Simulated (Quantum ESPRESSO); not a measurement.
# BAs (F-43m) in Quantum ESPRESSO: a series of runs

Aim: see how the results for BAs move with the level of theory and the settings. Levels: PBE, PBEsol, LDA. Tasks: single point.

All numbers are computed with Quantum ESPRESSO 7.5; they aren't measurements. Logs are shortened: lines on timing, memory, paths and dates and some standing lists are left out, and cuts for length are marked.

**1. The structure**

It takes space group F-43m (No. 216, cubic). The conventional cell has a = 4.777 Å, b = 4.777 Å, c = 4.777 Å, α = 90.00°, β = 90.00°, γ = 90.00°. Around As (site symmetry -43m) lie 4 B at 2.07 Å. B (site symmetry -43m) is surrounded by 4 As at 2.07 Å.

**2. Single point, PBE (volume scaled by 1.08)**

scf.in reads:

```
&CONTROL
  calculation = 'scf'
  prefix = 'pwscf'
  outdir = './tmp'
  pseudo_dir = './pseudo'
/
&SYSTEM
  ibrav = 0
  nat = 2
  ntyp = 2
  ecutwfc = 104
  nbnd = 20
  occupations = 'smearing'
  smearing = 'fd'
  degauss = 0.00367493
  force_symmorphic = .true.
/
&ELECTRONS
  conv_thr = 4d-10
  electron_maxstep = 120
  mixing_beta = 0.5
/
ATOMIC_SPECIES
As    74.9216 As.upf
B     10.8100 B.upf
CELL_PARAMETERS angstrom
   0.0000000000    2.4505665292    2.4505665292
   2.4505665292    0.0000000000    2.4505665292
   2.4505665292    2.4505665292    0.0000000000
ATOMIC_POSITIONS angstrom
As     3.6758497938    3.6758497938    3.6758497938
B      0.0000000000    0.0000000000    0.0000000000
K_POINTS automatic
10 10 10 0 0 0
```

nscf.in reads:

```
&CONTROL
  calculation = 'nscf'
  prefix = 'pwscf'
  outdir = './tmp'
  pseudo_dir = './pseudo'
/
&SYSTEM
  ibrav = 0
  nat = 2
  ntyp = 2
  ecutwfc = 104
  nbnd = 33
  occupations = 'fixed'
  force_symmorphic = .true.
/
&ELECTRONS
  conv_thr = 1d-08
  diago_full_acc = .true.
  diago_thr_init = 1d-06
/
ATOMIC_SPECIES
As    74.9216 As.upf
B     10.8100 B.upf
CELL_PARAMETERS angstrom
   0.0000000000    2.4505665292    2.4505665292
   2.4505665292    0.0000000000    2.4505665292
   2.4505665292    2.4505665292    0.0000000000
ATOMIC_POSITIONS angstrom
As     3.6758497938    3.6758497938    3.6758497938
B      0.0000000000    0.0000000000    0.0000000000
K_POINTS automatic
8 8 8 0 0 0
```

Potentials or basis: PseudoDojo 0.4 SR PBE stringent.

Run with:

```bash
> OMP_NUM_THREADS=1 pw.x -in scf.in > scf.out
> OMP_NUM_THREADS=1 pw.x -in nscf.in > nscf.out
```

scf.out:

```text
This program is part of the open-source Quantum ESPRESSO suite
     for quantum simulation of materials; please cite
[... 9 lines left out ...]
     --------------------
     sticks:   dense  smooth     PW     G-vecs:    dense   smooth      PW
     Sum        1237    1237    361                28475    28475    4573

     Using Slab Decomposition

     bravais-lattice index     =            0
     lattice parameter (alat)  =       6.5491  a.u.
     unit-cell volume          =     198.6214 (a.u.)^3
     number of atoms/cell      =            2
     number of atomic types    =            2
     number of electrons       =        26.00
     number of Kohn-Sham states=           20
     kinetic-energy cutoff     =     104.0000  Ry
     charge density cutoff     =     416.0000  Ry
     scf convergence threshold =      4.0E-10
     mixing beta               =       0.5000
     number of iterations used =            8  plain     mixing
     Exchange-correlation= PBE
                           (   1   4   3   4   0   0   0)

     celldm(1)=   6.549081  celldm(2)=   0.000000  celldm(3)=   0.000000
     celldm(4)=   0.000000  celldm(5)=   0.000000  celldm(6)=   0.000000

[... 8 lines left out ...]
               b(3) = (  0.707107  0.707107 -0.707107 )

     PseudoPot. # 1 for As read from file:
     As.upf
     Pseudo is Norm-conserving + core correction, Zval = 23.0
     Generated using ONCVPSP code by D. R. Hamann
     Using radial grid of 1358 points,  6 beta functions with:
                l(1) =   0
                l(2) =   0
                l(3) =   1
                l(4) =   1
                l(5) =   2
                l(6) =   2

     PseudoPot. # 2 for B  read from file:
     B.upf
     Pseudo is Norm-conserving + core correction, Zval =  3.0
     Generated using ONCVPSP code by D. R. Hamann
     Using radial grid of 1534 points,  4 beta functions with:
                l(1) =   0
                l(2) =   0
                l(3) =   1
                l(4) =   1

     atomic species   valence    mass     pseudopotential
     As               23.00    74.92160     As( 1.00)
     B                 3.00    10.81000     B ( 1.00)

     24 Sym. Ops. (no inversion) found

   Cartesian axes

     site n.     atom                  positions (alat units)
         1        As     tau(   1) = (   1.0606602   1.0606602   1.0606602  )
         2        B      tau(   2) = (   0.0000000   0.0000000   0.0000000  )

     number of k points=    47  Fermi-Dirac smearing, width (Ry)=  0.0037
                       cart. coord. in units 2pi/alat
        k(    1) = (   0.0000000   0.0000000   0.0000000), wk =   0.0020000
        k(    2) = (   0.0707107   0.0707107  -0.0707107), wk =   0.0160000
        k(    3) = (   0.1414214   0.1414214  -0.1414214), wk =   0.0160000
        k(    4) = (   0.2121320   0.2121320  -0.2121320), wk =   0.0160000
        k(    5) = (   0.2828427   0.2828427  -0.2828427), wk =   0.0160000
        k(    6) = (  -0.3535534  -0.3535534   0.3535534), wk =   0.0080000
[... 39 lines left out ...]
        k(   46) = (  -0.0707107  -0.3535534   0.6363961), wk =   0.0480000
        k(   47) = (  -0.7071068   0.2828427   0.0000000), wk =   0.0240000

     Dense  grid:    28475 G-vectors     FFT dimensions: (  45,  45,  45)

     Check: negative core charge=   -0.000012

     Initial potential from superposition of free atoms

     starting charge      25.9995, renormalised to      26.0000
     Starting wfcs are   17 randomized atomic wfcs +    3 random wfcs

     Self-consistent Calculation

     iteration #  1     ecut=   104.00 Ry     beta= 0.50
     Davidson diagonalization with overlap
     ethr =  1.00E-02,  avg # of iterations =  4.5

     Threshold (ethr) on eigenvalues was too large:
     Diagonalizing with lowered threshold

     Davidson diagonalization with overlap
     ethr =  4.90E-04,  avg # of iterations =  1.3

     total energy              =    -616.36857828 Ry
     estimated scf accuracy    <       0.12847040 Ry

     iteration #  2     ecut=   104.00 Ry     beta= 0.50
     Davidson diagonalization with overlap
     ethr =  4.94E-04,  avg # of iterations =  2.0

     total energy              =    -616.39204495 Ry
     estimated scf accuracy    <       0.01187980 Ry

     iteration #  3     ecut=   104.00 Ry     beta= 0.50
     Davidson diagonalization with overlap
     ethr =  4.57E-05,  avg # of iterations =  2.2

     total energy              =    -616.39320590 Ry
     estimated scf accuracy    <       0.00168929 Ry

     iteration #  4     ecut=   104.00 Ry     beta= 0.50
     Davidson diagonalization with overlap
     ethr =  6.50E-06,  avg # of iterations =  2.1

     total energy              =    -616.39327262 Ry
     estimated scf accuracy    <       0.00003362 Ry

     iteration #  5     ecut=   104.00 Ry     beta= 0.50
     Davidson diagonalization with overlap
     ethr =  1.29E-07,  avg # of iterations =  2.4
[... 8 lines left out ...]
     total energy              =    -616.39327818 Ry
     estimated scf accuracy    <       0.00000012 Ry

     iteration #  7     ecut=   104.00 Ry     beta= 0.50
     Davidson diagonalization with overlap
     ethr =  4.57E-10,  avg # of iterations =  2.0

     total energy              =    -616.39327820 Ry
     estimated scf accuracy    <       0.00000001 Ry

     iteration #  8     ecut=   104.00 Ry     beta= 0.50
     Davidson diagonalization with overlap
     ethr =  4.68E-11,  avg # of iterations =  1.4

     total energy              =    -616.39327820 Ry
     estimated scf accuracy    <          2.4E-09 Ry

     iteration #  9     ecut=   104.00 Ry     beta= 0.50
     Davidson diagonalization with overlap
     ethr =  9.06E-12,  avg # of iterations =  2.0

     End of self-consistent calculation

          k = 0.0000 0.0000 0.0000 (  3527 PWs)   bands (ev):

  -174.4648-117.8422-117.8422-117.8422 -24.8568 -24.8568 -24.8568 -24.8432
   -24.8432  -3.8204  10.9001  10.9001  10.9001  14.0947  14.0947  14.0947
    14.6323  20.1400  23.7376  23.7376

          k = 0.0707 0.0707-0.0707 (  3575 PWs)   bands (ev):

  -174.4648-117.8422-117.8422-117.8422 -24.8566 -24.8563 -24.8563 -24.8431
   -24.8431  -3.6678   9.5446  10.6253  10.6253  14.0430  14.4596  14.4596
    15.7173  20.7316  22.7050  22.7050

          k = 0.1414 0.1414-0.1414 (  3584 PWs)   bands (ev):

  -174.4648-117.8422-117.8422-117.8422 -24.8560 -24.8550 -24.8550 -24.8429
   -24.8429  -3.2190   7.3048  10.0945  10.0945  13.7336  15.1365  15.1365
    17.4729  21.7185  22.0029  22.0029

          k = 0.2121 0.2121-0.2121 (  3587 PWs)   bands (ev):

  -174.4648-117.8422-117.8422-117.8422 -24.8553 -24.8538 -24.8538 -24.8422
   -24.8422  -2.5133   5.1610   9.6202   9.6202  13.4314  15.5553  15.5553
    18.9093  21.8519  22.3778  22.3778

          k = 0.2828 0.2828-0.2828 (  3561 PWs)   bands (ev):

  -174.4648-117.8422-117.8422-117.8422 -24.8547 -24.8531 -24.8531 -24.8413
   -24.8413  -1.6870   3.4340   9.3143   9.3143  13.2335  15.6269  15.6269
    19.5509  22.4301  23.7551  23.7551

          k =-0.3536-0.3536 0.3536 (  3582 PWs)   bands (ev):
[... 127 lines left out ...]
  -174.4648-117.8422-117.8422-117.8422 -24.8547 -24.8510 -24.8492 -24.8427
   -24.8421  -0.7602   3.7358   5.5396   8.4624  13.7422  17.8542  18.0191
    18.9227  20.7967  22.0978  26.5772

          k = 0.5657-0.0000 0.0000 (  3523 PWs)   bands (ev):

  -174.4648-117.8422-117.8422-117.8422 -24.8603 -24.8469 -24.8464 -24.8464
   -24.8392  -0.8399   3.8589   7.3481   7.3481  12.1670  13.2182  20.6906
    20.6906  22.5422  26.6387  27.4640

          k =-0.0707-0.6364 0.6364 (  3543 PWs)   bands (ev):

  -174.4648-117.8422-117.8422-117.8422 -24.8599 -24.8470 -24.8459 -24.8459
   -24.8392  -0.2535   3.1498   6.6838   7.2798  12.5195  13.4092  20.8588
    20.9283  22.8324  26.4932  26.9046

          k = 0.0000-0.5657 0.5657 (  3542 PWs)   bands (ev):

  -174.4648-117.8422-117.8422-117.8422 -24.8582 -24.8474 -24.8464 -24.8458
   -24.8399  -0.0192   3.0254   5.7474   7.4928  12.7907  15.1709  20.2195
    20.4154  21.7284  24.9107  26.5912

          k =-0.7071 0.0000 0.0000 (  3540 PWs)   bands (ev):

  -174.4648-117.8423-117.8422-117.8422 -24.8607 -24.8473 -24.8453 -24.8453
   -24.8388  -0.0338   2.8010   7.1377   7.1377  12.4230  12.4381  21.5636
    21.5636  23.1129  26.9806  28.2725

          k = 0.2828 0.1414 0.0000 (  3572 PWs)   bands (ev):

  -174.4648-117.8422-117.8422-117.8422 -24.8571 -24.8531 -24.8530 -24.8440
   -24.8416  -2.8242   6.9247   8.2663   9.6063  13.8897  15.4170  16.7227
    17.0253  20.7910  23.0685  23.5761

          k = 0.3536 0.2121-0.0707 (  3563 PWs)   bands (ev):

  -174.4648-117.8422-117.8422-117.8422 -24.8562 -24.8524 -24.8515 -24.8438
   -24.8411  -2.1324   5.2456   7.5642   9.1106  14.3456  15.5324  16.9598
    17.6348  21.4769  23.4095  24.7039

          k =-0.2828-0.4243 0.5657 (  3559 PWs)   bands (ev):

  -174.4648-117.8422-117.8422-117.8422 -24.8550 -24.8524 -24.8506 -24.8429
   -24.8409  -1.3277   3.6742   7.3005   8.6481  14.4364  15.4843  17.2124
    18.6929  22.0647  23.7408  25.3136

          k =-0.2121-0.3536 0.4950 (  3568 PWs)   bands (ev):

  -174.4648-117.8422-117.8422-117.8422 -24.8544 -24.8526 -24.8504 -24.8422
   -24.8410  -0.8811   2.9560   7.2369   8.4629  14.4357  15.3918  17.2883
    19.6335  21.6974  24.6343  24.8997

          k = 0.4243 0.1414-0.0000 (  3553 PWs)   bands (ev):

  -174.4648-117.8422-117.8422-117.8422 -24.8581 -24.8504 -24.8494 -24.8451
   -24.8404  -1.8828   5.3508   7.3314   8.1902  13.3757  15.1840  17.4997
    18.8262  21.8064  24.7725  25.5184

          k =-0.2121-0.4950 0.6364 (  3550 PWs)   bands (ev):
[... 19 lines left out ...]
  -174.4648-117.8422-117.8422-117.8422 -24.8551 -24.8523 -24.8496 -24.8437
   -24.8411  -1.4156   4.4929   6.2855   8.5564  14.8725  15.8866  16.9269
    18.6714  21.5976  23.2173  25.8798

          k =-0.1414-0.5657 0.7071 (  3546 PWs)   bands (ev):

  -174.4648-117.8422-117.8422-117.8422 -24.8590 -24.8480 -24.8467 -24.8458
   -24.8396  -0.7275   3.8016   6.7832   7.1628  13.1619  14.0581  19.1535
    20.6174  22.6210  25.7491  27.0129

          k =-0.0707-0.4950 0.6364 (  3549 PWs)   bands (ev):

  -174.4648-117.8422-117.8422-117.8422 -24.8574 -24.8487 -24.8464 -24.8452
   -24.8401  -0.1614   3.2314   5.9343   7.0605  13.6629  15.3219  18.7746
    20.2404  22.1095  25.4203  26.4188

          k = 0.0000-0.4243 0.5657 (  3557 PWs)   bands (ev):

  -174.4648-117.8422-117.8422-117.8422 -24.8555 -24.8504 -24.8468 -24.8444
   -24.8410  -0.1613   3.2851   5.4097   7.4016  14.0335  17.2444  18.1458
    19.0573  21.2062  24.1071  26.6821

          k =-0.7071 0.1414 0.0000 (  3548 PWs)   bands (ev):

  -174.4648-117.8422-117.8422-117.8422 -24.8593 -24.8468 -24.8468 -24.8452
   -24.8394   0.0080   2.9179   6.6667   6.7454  13.3560  13.3798  20.5592
    20.7994  22.7835  26.0689  26.8420

          k =-0.1414-0.4243 0.7071 (  3557 PWs)   bands (ev):

  -174.4648-117.8422-117.8422-117.8422 -24.8556 -24.8511 -24.8468 -24.8445
   -24.8407  -0.4472   3.5879   5.8749   7.0904  15.2183  16.0290  16.7162
    20.0034  21.6199  24.5748  26.6804

          k =-0.0707-0.3536 0.6364 (  3552 PWs)   bands (ev):

  -174.4648-117.8422-117.8422-117.8422 -24.8544 -24.8518 -24.8463 -24.8444
   -24.8410  -0.1002   3.2741   5.6660   6.7821  15.5424  16.3438  17.4754
    18.5867  21.8067  25.1563  26.3351

          k =-0.7071 0.2828 0.0000 (  3554 PWs)   bands (ev):

  -174.4648-117.8422-117.8422-117.8422 -24.8557 -24.8503 -24.8461 -24.8447
   -24.8406   0.0789   3.1487   5.9891   6.2295  15.3851  15.5449  18.2888
    18.4921  22.6173  25.5888  26.2539

     the Fermi energy is    11.5164 ev

!    total energy              =    -616.39327820 Ry
     estimated scf accuracy    <          2.3E-10 Ry
     smearing contrib. (-TS)   =      -0.00000000 Ry
     internal energy E=F+TS    =    -616.39327820 Ry

     The total energy is F=E-TS. E is the sum of the following terms:
     one-electron contribution =    -534.57244056 Ry
     hartree contribution      =     254.16581927 Ry
     xc contribution           =     -57.71211118 Ry
     ewald contribution        =    -278.27454574 Ry

     convergence has been achieved in   9 iterations

=------------------------------------------------------------------------------=
   JOB DONE.
=------------------------------------------------------------------------------=
```

Run time: 76 s. Hardware: 1 thread of Arm Neoverse V1, shared host; peak memory 0.1 GiB.

Results:

```
Band gap on the k mesh, mean-field level : 1.28 eV, indirect (least direct gap 3.19 eV)
```

[end of part 1 of 2]
